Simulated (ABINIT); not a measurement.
Crystal: Gd.

```xyz
1
Lattice="-2.0250 2.0250 2.0250 2.0250 -2.0250 2.0250 2.0250 2.0250 -2.0250" Properties=species:S:1:pos:R:3 pbc="T T T"
Gd    0.0000    0.0000    0.0000
```

This isn't the form of Gd at room conditions, which is hcp.

- Program: ABINIT 10.8.3 (patched build)
- Task: single point
- Functional: PBE
- Potentials or basis: JTH PAW PBE v2.0
- Cutoff: 544 eV
- k mesh: 9 × 9 × 9
- Occupations: fermi-dirac, width 0.05 eV
- Spin: collinear spin, ferromagnetic start
- Starting moments: [7.0] μB

On this cell: pressure 0.0 GPa; net moment 7.61 μB per cell; site moments Gd +7.17 μB; band gap on the k mesh none (metal or under the smearing width).

The same run follows on a disturbed copy (cell strained at random at fixed volume):

```
Gd
1.0
    -2.04397    1.92790    1.96623
     2.03035   -2.06039    2.08509
     2.06449    2.08091   -2.09872
Gd
1
Direct
  0.01011 0.00855 0.01139
```

Problem. What does the disturbed cell give?

Solution. The energy (extrapolated to zero smearing) moves by +12.0 meV/atom; pressure 0.1 GPa; net moment 7.63 μB per cell; site moments Gd +7.17 μB; band gap on the k mesh none (metal or under the smearing width).

Stress tensor (GPa, compression positive):
```
 0.14 -0.26  0.16
-0.26 -0.01  1.65
 0.16  1.65  0.02
```

Caveats: spin-orbit coupling is left out, which moves the levels of the heavy elements.
